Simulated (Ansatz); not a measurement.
# Te2Mo (P6_3/mmc) in Ansatz: notebook

One crystal, Te2Mo, is run at these levels: BLYP, LDA; tasks: band structure, single point, equation of state.

All numbers are computed with Ansatz 0.2.0; they aren't measurements. Logs are shortened: lines on timing, memory, paths and dates and some standing lists are left out, and cuts for length are marked.

**What was measured.**

“Broadband infrared study of pressure-tunable Fano resonance and metallization transition in 2H-MoTe2”, 2022, pmc:9569381 quotes, for a bulk crystal of Te2Mo at 300 K: band gap 0.88 ± 0.05 eV (indirect).

The results are compared with them further down.

**1. Starting point**

The structure is hexagonal, space group P6_3/mmc (No. 194). The conventional cell has a = 3.518 Å, b = 3.518 Å, c = 13.974 Å, α = 90.00°, β = 90.00°, γ = 120.00°. Te (site symmetry 3m) is surrounded by 3 Mo at 2.72 Å. Mo (site symmetry -6m2) is surrounded by 6 Te at 2.72 Å.

**2. Band structure, BLYP**

Input file input.yaml:

```yaml
crystal:
  lattice:
    - [3.5182, 0.0, 0.0]
    - [-1.7591, 3.0468505756, 0.0]
    - [0.0, 0.0, 13.9736]
  atoms:
    - { symbol: Te, position: [0.6666666667, 0.3333333333, 0.379] }
    - { symbol: Te, position: [0.3333333333, 0.6666666667, 0.879] }
    - { symbol: Te, position: [0.6666666667, 0.3333333333, 0.121] }
    - { symbol: Te, position: [0.3333333333, 0.6666666667, 0.621] }
    - { symbol: Mo, position: [0.6666666667, 0.3333333333, 0.75] }
    - { symbol: Mo, position: [0.3333333333, 0.6666666667, 0.25] }
hamiltonian:
  xc: blyp
  pseudopotentials: { kind: paw }
kpoints:
  mp_grid: { grid: [9, 9, 2] }
  band_path:
    path:
      - [[0.0, 0.0, 0.0], [0.5, 0.0, 0.0], [0.3333333333, 0.3333333333, 0.0], [0.0, 0.0, 0.0], [0.0, 0.0, 0.5], [0.5, 0.0, 0.5], [0.3333333333, 0.3333333333, 0.5], [0.0, 0.0, 0.5]]
      - [[0.5, 0.0, 0.5], [0.5, 0.0, 0.0]]
      - [[0.3333333333, 0.3333333333, 0.0], [0.3333333333, 0.3333333333, 0.5]]
    npoints: 14
scf:
  occupations: { method: fermi_dirac, width: 0.05 }
  n_extra_bands: 15
output:
  forces: true
  stress: true
  eigenvalues: true
  fatbands: false
  write_density: true
  write_potential: true
  elf: true
  volumetric_format: npy
```

Potentials or basis: Ansatz PAW.

Run with:

```bash
ansatz run input.yaml --threads 2 --pin off --max-ram 5120MiB --backend cpu --events-out ev --progress --plain --runs-dir out
```

The program printed:

```text
Warning: RAYON_NUM_THREADS=2 ignored (pool sized by the plan → 2); use --threads N
scf.n_extra_bands = 15 over 46 filled bands (N_el = 92.0): the run solves 61 bands
Engine: ansatz 0.2.0, x86_64-unknown-linux-gnu
Pseudopotentials: kind: paw
Pseudopotential: Te, paw, valence charge 16, recommended cutoff 420 eV (normal), Te.paw.azcp
Pseudopotential: Mo, paw, valence charge 14, recommended cutoff 420 eV (normal), Mo.paw.azcp
Functional definition: BLYP
  parameter beta = 0.0042
  parameter a = 0.04918
  parameter b = 0.132
  parameter c = 0.2533
  parameter d = 0.349
  exchange = b88_x(beta = beta)
  correlation = lyp_c(a = a, b = b, c = c, d = d)
Crystal: 6 atoms, lattice volume = 149.789 Å³
Basis set: ecut = 420 eV, 2909 PW (Γ), exchange–correlation on 48×48×192 points (8 copies of the dense FFT grid, shifted against one another)
Bands: 61, of which v1, the nominal top of the filled ones, is band 46 counted from 1 (45 counted from 0)
Symmetry: 24 space group operations
Space group: P63/mmc (ITA 194), of the structure as read, at distance tolerance 5.3e-5 Å
k-points: 24 of 162
Non-local potential: Te, projectors of the file, l = 0: 2, l = 1: 2, l = 2: 2, l = 3: 2
Non-local potential: Mo, projectors of the file, l = 0: 3, l = 1: 2, l = 2: 2, l = 3: 1
PAW form: soft (Blöchl's): semilocal exchange-correlation on the pseudo side does not see the compensation charge
PAW frozen core: Te, regenerated for the run's functional, and the local potential with it (the file was generated under x = pbe(κ = 0.804, μ = 0.2195149727645171), c = pbe(β = 0.06672455060314922))
PAW frozen core: Mo, regenerated for the run's functional, and the local potential with it (the file was generated under x = pbe(κ = 0.804, μ = 0.2195149727645171), c = pbe(β = 0.06672455060314922))
PAW one-centre angular grid: Te, 590 points (default); XC on 64 Gauss nodes
PAW one-centre angular grid: Mo, 590 points (default); XC on 64 Gauss nodes
Initial density: superposition of atomic densities (neutral atoms: chi_scale 0, normalization atom), corrected by the library's trained network
Initial wavefunctions: pseudopotential atomic-orbital guess
Functional: x = b88, c = lyp
SCF iter   1: F=—  HF=-37927.679230 eV  |F-HF|=—  |Δ(HF+E_count)|=         —  Δρ=8.22e-3  dr2=1.01e-1  ethr=1.77e-3  ⟨swp⟩=6.8  Hψ=5999  notcnv=0  defer=30
preconditioner: auto → Resta (q_TF=auto, 2.515 Å⁻¹)  ε∞=5.1  [insulator: Δε(μ)=0.841 eV  Ē_g=9.029 eV  σ=0.050 eV  W_gap=1.00  n_scr=52 (ndim 8)  ℏωp=18.2 eV  f_vac=0.021  D(μ)=0.00/eV (n_scr^D=0)  ε∞_Penn≈5.1]
SCF iter   2: F=—  HF=-37927.667378 eV  |F-HF|=—  |Δ(HF+E_count)|=   1.19e-2  Δρ=4.63e-3  dr2=3.27e-2  ethr=1.10e-4  ⟨swp⟩=2.0  Hψ=2063  notcnv=0  defer=140
SCF iter   3: F=—  HF=-37927.664802 eV  |F-HF|=—  |Δ(HF+E_count)|=   2.58e-3  Δρ=1.48e-3  dr2=9.47e-3  ethr=3.56e-5  ⟨swp⟩=2.0  Hψ=1965  notcnv=0  defer=140
SCF iter   4: F=—  HF=-37927.663872 eV  |F-HF|=—  |Δ(HF+E_count)|=   9.30e-4  Δρ=6.02e-4  dr2=7.69e-4  ethr=1.03e-5  ⟨swp⟩=2.0  Hψ=1445  notcnv=0  defer=140
SCF iter   5: F=—  HF=-37927.663884 eV  |F-HF|=—  |Δ(HF+E_count)|=   1.15e-5  Δρ=1.45e-4  dr2=2.71e-5  ethr=8.36e-7  ⟨swp⟩=2.0  Hψ=1633  notcnv=0  defer=140
SCF iter   6: F=—  HF=-37927.663887 eV  |F-HF|=—  |Δ(HF+E_count)|=   2.86e-6  Δρ=3.59e-5  dr2=1.50e-6  ethr=2.94e-8  ⟨swp⟩=2.2  Hψ=1922  notcnv=0  defer=140
SCF iter   7: F=-37927.663889 eV  HF=-37927.663889 eV  |F-HF|=4.97e-8  |Δ(HF+E_count)|=   2.22e-6  Δρ=6.49e-6  dr2=5.48e-8  ethr=1.09e-10  ⟨swp⟩=14.9  Hψ=11231  notcnv=0
SCF 1 converged in 7 iterations: F = -37927.663889 eV  dr2 = 5.48e-8
NSCF: frozen V_eff on 129 k-points
SCF converged after 7 iterations
Free energy (F): -37927.663889 eV
Harris-Foulkes:  -37927.663889 eV  (|F-HF|=4.97e-8)
Internal energy: -37927.663869 eV  (E = F + TS)
E sigma→0 (E₀):  -37927.663879 eV
Entropy (-TS):   -0.000019 eV (-0.003 meV/atom)
Fermi energy:    13.293328 eV
--- Per-component energies (eV) ---
  E_band       = -1100.209167
  E_kinetic    = 1618.194551
  E_local      = -7407.011598  (includes V_loc(G=0)·N_el)
  E_nonlocal   = -959.477886
  E_hartree    = 4153.745176
  E_xc         = -853.554783
  E_vxc        = -859.652655  (∫ρ·V_xc dr)
  E_paw        = -25163.003538  (= ΣΔE_a)
  E_vpaw       = -1799.748192  (= ΣTr[D̂ρ^β])
  E_aug_tail   = -0.000690  (compensation charges beyond the density's cutoff)
  E_ewald      = -9316.621616
  E_core_change = 0.066513  (= ΣΔE_core)
  E_smearing   = -0.000019  (= −TS)
  E_closure    = 0.000000  (closes the sum)
  Σ components = -37927.663889   (vs F -37927.663889, Δ=0.00e0)
--- Forces (eV/Å), atoms counted from 1 ---
  atom   1  Te     0.00000000    -0.00000000     0.46029103
  atom   2  Te     0.00000000     0.00000000     0.46029103
  atom   3  Te     0.00000000    -0.00000000    -0.46029103
  atom   4  Te    -0.00000000     0.00000000    -0.46029103
  atom   5  Mo     0.00000000    -0.00000000     0.00000000
  atom   6  Mo     0.00000000     0.00000000     0.00000000
  max |Σ_I F_I| component: 2.22e-16 eV/Å
--- Stress (GPa, compression-positive) ---
        9.332059       0.000000       0.000000
       -0.000000       9.332059       0.000000
        0.000000       0.000000       8.547569
  P = ⅓ Tr σ = 9.0706 GPa (90.706 kbar)
--- Band table (eV; the first three rows and the last of 24) ---
  k-point 0: bands = ["-47.9194", "-47.9194", "-23.7173", "-23.7173", "-23.7170", "-23.7170", "-23.7047", "-23.7047", "-23.7045", "-23.7045", "-23.6518", "-23.6518", "-23.6503", "-23.6503", "-23.6406", "-23.6406", "-23.6392", "-23.6392", "-23.6304", "-23.6289", "-23.6214", "-23.6199", "-22.0781", "-22.0781", "-21.9324", "-21.9324", "-21.9324", "-21.9324", "-0.1309", "0.1891", "0.6953", "1.1866", "7.1412", "8.4255", "9.8685", "11.0887", "11.0887", "11.1051", "11.1051", "11.8544", "11.8544", "11.8904", "11.8904", "11.9176", "12.5795", "12.9128", "15.7515", "15.7515", "15.8850", "15.8850", "15.9577", "15.9577", "16.2042", "16.2042", "18.7686", "19.3252", "20.3422", "20.7957", "21.4636", "21.9770", "21.9770"]
[... 3 lines left out ...]
```

Run time: 43 s. Hardware: 2 threads of Intel Xeon at 2.50GHz (Skylake/Cascade Lake), shared host; peak memory 0.86 GiB.

What came out:

```yaml
Free_energy: -37927.6639 eV
Pressure: 9.1 GPa
Largest_force: 0.460 eV/Å
Band_gap_on_the_k_mesh: 0.82 eV, indirect (least direct gap 1.04 eV)
Band_gap_along_the_path: 0.74 eV, indirect (least direct gap 1.04 eV)
```

Forces in eV/Å, atoms in the order of the input:
```
Te   0.000  0.000  0.460
Te   0.000  0.000  0.460
Te   0.000  0.000 -0.460
Te   0.000  0.000 -0.460
Mo   0.000  0.000  0.000
Mo   0.000  0.000  0.000
```

Stress tensor (GPa, compression positive):
```
9.33 0.00 0.00
0.00 9.33 0.00
0.00 0.00 8.55
```

Levels at the corners of the path, in eV from the valence-band top:
```csv
point,band 42,band 43,band 44,band 45,band 46,band 47,band 48,band 49,band 50,band 51
Γ,-1.02,-1.02,-1.00,-0.33,0.00,2.84,2.84,2.97,2.97,3.04
M,-1.81,-0.90,-0.88,-0.61,-0.33,1.23,1.29,1.45,1.76,2.64
K,-3.07,-1.85,-1.85,-0.29,-0.08,0.96,0.96,1.23,2.18,2.28
Γ,-1.02,-1.02,-1.00,-0.33,0.00,2.84,2.84,2.97,2.97,3.04
A,-1.04,-1.04,-1.04,-0.08,-0.08,2.88,2.88,2.88,2.88,3.20
L,-1.92,-0.88,-0.88,-0.47,-0.47,1.26,1.26,1.62,1.62,3.09
H,-2.68,-2.01,-2.01,-0.20,-0.20,0.97,0.97,1.67,1.67,2.34
A,-1.04,-1.04,-1.04,-0.08,-0.08,2.88,2.88,2.88,2.88,3.20
L,-1.92,-0.88,-0.88,-0.47,-0.47,1.26,1.26,1.62,1.62,3.09
M,-1.81,-0.90,-0.88,-0.61,-0.33,1.23,1.29,1.45,1.76,2.64
K,-3.07,-1.85,-1.85,-0.29,-0.08,0.96,0.96,1.23,2.18,2.28
H,-2.68,-2.01,-2.01,-0.20,-0.20,0.97,0.97,1.67,1.67,2.34
```

Caveat: the k mesh misses the band edges, so the gap on the mesh is wider than the one along the path; spin-orbit coupling is left out, which moves the levels of the heavy elements; this functional lacks dispersion, which binds the layers, so the pressure and a relaxed spacing across them are unreliable; the PAW data sets come from PBE, with cores solved anew for the run's functional, which leaves a small shift of forces and pressure.

**3. Single point, LDA, 23.47 Å³/atom (volume scaled by 0.94)**

Input file input.yaml:

```yaml
crystal:
  lattice:
    - [3.4463798477, 0.0, 0.0]
    - [-1.7231899238, 2.9846524992, 0.0]
    - [0.0, 0.0, 13.6883444487]
  atoms:
    - { symbol: Te, position: [0.6666666667, 0.3333333333, 0.379] }
    - { symbol: Te, position: [0.3333333333, 0.6666666667, 0.879] }
    - { symbol: Te, position: [0.6666666667, 0.3333333333, 0.121] }
    - { symbol: Te, position: [0.3333333333, 0.6666666667, 0.621] }
    - { symbol: Mo, position: [0.6666666667, 0.3333333333, 0.75] }
    - { symbol: Mo, position: [0.3333333333, 0.6666666667, 0.25] }
hamiltonian:
  xc: lda
  pseudopotentials: { kind: paw, xc_functional: lda, accuracy: standard }
kpoints:
  mp_grid: { grid: [9, 9, 2] }
scf:
  occupations: { method: fermi_dirac, width: 0.05 }
output:
  forces: true
  stress: true
  eigenvalues: true
```

Potentials or basis: JTH PAW LDA.

Run with:

```bash
ansatz run input.yaml --threads 2 --pin off --max-ram 5120MiB --backend cpu --events-out ev --progress --plain --runs-dir out
```

It took 56 s on 2 threads of Intel Xeon at 2.50GHz (Skylake/Cascade Lake), shared host; peak memory 1.4 GiB.

Results (log left out):

```yaml
Free_energy: -28791.5031 eV
Pressure: 5.1 GPa
Largest_force: 0.769 eV/Å
Band_gap_on_the_k_mesh: 0.67 eV, indirect (least direct gap 1.13 eV)
```

Caveat: odd divisions of the mesh miss points on the zone boundary, where band edges often lie, so the gap on the mesh can be too wide; spin-orbit coupling is left out, which moves the levels of the heavy elements.

**4. Single point, LDA, 23.97 Å³/atom (volume scaled by 0.96)**

Edit input.yaml of step 3 so:

```diff
@@ -2,5 +2,5 @@
   lattice:
-    - [3.4463798477, 0.0, 0.0]
-    - [-1.7231899238, 2.9846524992, 0.0]
-    - [0.0, 0.0, 13.6883444487]
+    - [3.470650928, 0.0, 0.0]
+    - [-1.735325464, 3.0056718713, 0.0]
+    - [0.0, 0.0, 13.7847444167]
   atoms:
```

Run with:

```bash
ansatz run input.yaml --threads 2 --pin off --max-ram 5120MiB --backend cpu --events-out ev --progress --plain --runs-dir out
```

Run time: 54 s. Hardware: 2 threads of Intel Xeon at 2.50GHz (Skylake/Cascade Lake), shared host; peak memory 1.4 GiB.

It converged, with:

```
Free energy            : -28791.5725 eV
Pressure               : 2.4 GPa
Largest force          : 0.429 eV/Å
Band gap on the k mesh : 0.69 eV, indirect (least direct gap 1.10 eV)
```

Caveat: odd divisions of the mesh miss points on the zone boundary, where band edges often lie, so the gap on the mesh can be too wide; spin-orbit coupling is left out, which moves the levels of the heavy elements.

**5. Single point, LDA, 24.47 Å³/atom (volume scaled by 0.98)**

Edit input.yaml of step 4 so:

```diff
@@ -2,5 +2,5 @@
   lattice:
-    - [3.470650928, 0.0, 0.0]
-    - [-1.735325464, 3.0056718713, 0.0]
-    - [0.0, 0.0, 13.7847444167]
+    - [3.494587208, 0.0, 0.0]
+    - [-1.747293604, 3.0264012979, 0.0]
+    - [0.0, 0.0, 13.8798146239]
   atoms:
```

Run with:

```bash
ansatz run input.yaml --threads 2 --pin off --max-ram 5120MiB --backend cpu --events-out ev --progress --plain --runs-dir out
```

It took 55 s on 2 threads of Intel Xeon at 2.50GHz (Skylake/Cascade Lake), shared host; peak memory 1.5 GiB.

The run converged. Its results:

```
Free energy            : -28791.5946 eV
Pressure               : 0.0 GPa
Largest force          : 0.117 eV/Å
Band gap on the k mesh : 0.70 eV, indirect (least direct gap 1.06 eV)
```

Caveat: odd divisions of the mesh miss points on the zone boundary, where band edges often lie, so the gap on the mesh can be too wide; spin-orbit coupling is left out, which moves the levels of the heavy elements.

**6. Single point, LDA, 24.96 Å³/atom**

Edit input.yaml of step 5 so:

```diff
@@ -2,5 +2,5 @@
   lattice:
-    - [3.494587208, 0.0, 0.0]
-    - [-1.747293604, 3.0264012979, 0.0]
-    - [0.0, 0.0, 13.8798146239]
+    - [3.5182, 0.0, 0.0]
+    - [-1.7591, 3.0468505756, 0.0]
+    - [0.0, 0.0, 13.9736]
   atoms:
```

Potentials or basis: JTH PAW LDA.

Run with:

```bash
ansatz run input.yaml --threads 2 --pin off --max-ram 5120MiB --backend cpu --events-out ev --progress --plain --runs-dir out
```

Run time: 61 s. Hardware: 2 threads of Intel Xeon at 2.50GHz (Skylake/Cascade Lake), shared host; peak memory 1.5 GiB.

It converged, with:

```
Free energy            : -28791.5745 eV
Pressure               : -2.1 GPa
Largest force          : 0.171 eV/Å
Band gap on the k mesh : 0.71 eV, indirect (least direct gap 1.03 eV)
```

Caveat: odd divisions of the mesh miss points on the zone boundary, where band edges often lie, so the gap on the mesh can be too wide; spin-orbit coupling is left out, which moves the levels of the heavy elements.

**7. Single point, LDA, 25.46 Å³/atom (volume scaled by 1.02)**

Edit input.yaml of step 6 so:

```diff
@@ -2,5 +2,5 @@
   lattice:
-    - [3.5182, 0.0, 0.0]
-    - [-1.7591, 3.0468505756, 0.0]
-    - [0.0, 0.0, 13.9736]
+    - [3.5415000168, 0.0, 0.0]
+    - [-1.7707500084, 3.067028982, 0.0]
+    - [0.0, 0.0, 14.0661430943]
   atoms:
```

Run with:

```bash
ansatz run input.yaml --threads 2 --pin off --max-ram 5120MiB --backend cpu --events-out ev --progress --plain --runs-dir out
```

Run time: 61 s. Hardware: 2 threads of Intel Xeon at 2.50GHz (Skylake/Cascade Lake), shared host; peak memory 1.5 GiB.

Results (log left out):

| Property | Result |
| --- | --- |
| Free energy | -28791.5167 eV |
| Pressure | -4.0 GPa |
| Largest force | 0.436 eV/Å |
| Band gap on the k mesh | 0.73 eV, indirect (least direct gap 1.01 eV) |

Caveat: odd divisions of the mesh miss points on the zone boundary, where band edges often lie, so the gap on the mesh can be too wide; spin-orbit coupling is left out, which moves the levels of the heavy elements.

**8. Single point, LDA, 25.96 Å³/atom (volume scaled by 1.04)**

Edit input.yaml of step 7 so:

```diff
@@ -2,5 +2,5 @@
   lattice:
-    - [3.5415000168, 0.0, 0.0]
-    - [-1.7707500084, 3.067028982, 0.0]
-    - [0.0, 0.0, 14.0661430943]
+    - [3.5644974145, 0.0, 0.0]
+    - [-1.7822487073, 3.0869453127, 0.0]
+    - [0.0, 0.0, 14.1574842452]
   atoms:
@@ -23 +23,5 @@
   eigenvalues: true
+  write_density: true
+  write_potential: true
+  elf: true
+  volumetric_format: npy
```

Run with:

```bash
ansatz run input.yaml --threads 2 --pin off --max-ram 5120MiB --backend cpu --events-out ev --progress --plain --runs-dir out
```

Wall time 80 s (2 threads of Intel Xeon at 2.50GHz (Skylake/Cascade Lake), shared host); peak memory 1.5 GiB.

It converged, with:

```yaml
Free_energy: -28791.4253 eV
Pressure: -5.7 GPa
Largest_force: 0.681 eV/Å
Band_gap_on_the_k_mesh: 0.74 eV, indirect (least direct gap 0.98 eV)
```

Caveat: odd divisions of the mesh miss points on the zone boundary, where band edges often lie, so the gap on the mesh can be too wide; spin-orbit coupling is left out, which moves the levels of the heavy elements.

**9. Single point, LDA, 26.46 Å³/atom (volume scaled by 1.06)**

Edit input.yaml of step 8 so:

```diff
@@ -2,5 +2,5 @@
   lattice:
-    - [3.5644974145, 0.0, 0.0]
-    - [-1.7822487073, 3.0869453127, 0.0]
-    - [0.0, 0.0, 14.1574842452]
+    - [3.5872018318, 0.0, 0.0]
+    - [-1.7936009159, 3.1066079149, 0.0]
+    - [0.0, 0.0, 14.2476617354]
   atoms:
@@ -23,5 +23 @@
   eigenvalues: true
-  write_density: true
-  write_potential: true
-  elf: true
-  volumetric_format: npy
```

Potentials or basis: JTH PAW LDA.

Run with:

```bash
ansatz run input.yaml --threads 2 --pin off --max-ram 5120MiB --backend cpu --events-out ev --progress --plain --runs-dir out
```

It took 61 s on 2 threads of Intel Xeon at 2.50GHz (Skylake/Cascade Lake), shared host; peak memory 1.6 GiB.

Results (log left out):

- Free energy: -28791.3040 eV
- Pressure: -7.2 GPa
- Largest force: 0.906 eV/Å
- Band gap on the k mesh: 0.74 eV, indirect (least direct gap 0.95 eV)

Caveat: odd divisions of the mesh miss points on the zone boundary, where band edges often lie, so the gap on the mesh can be too wide; spin-orbit coupling is left out, which moves the levels of the heavy elements.

**10. Equation of state, LDA**

Potentials or basis: JTH PAW LDA.

This step only gathers the single runs of the series.

Results:

* Equilibrium volume: 24.47 Å³/atom
* Bulk modulus at fixed shape and positions: 110 GPa
* Pressure derivative of the bulk modulus: 4.6

Energy against volume, from the lowest point:
| volume (Å³/atom) | energy (meV/atom) |
| --- | --- |
| 23.467 | 15.25 |
| 23.966 | 3.68 |
| 24.466 | 0.00 |
| 24.965 | 3.36 |
| 25.464 | 12.99 |
| 25.963 | 28.22 |
| 26.463 | 48.43 |

Caveat: the cell was scaled at fixed shape and fractional positions, which overstates the stiffness of a crystal with free parameters, most of all of layers and chains. Spin-orbit coupling is left out, which matters for the levels of Te.

**11. Against experiment**

Step 2. Measured gap of Te2Mo: 0.88 eV (indirect; 300 K; quoted in “Broadband infrared study of pressure-tunable Fano resonance and metallization transition in 2H-MoTe2”, 2022, pmc:9569381). This calculation gives 0.74 eV (-0.14 eV). Spin-orbit coupling on Mo, Te is left out. The value is that of BLYP, without temperature or zero-point motion. Semilocal functionals fall short of measured gaps as a rule.
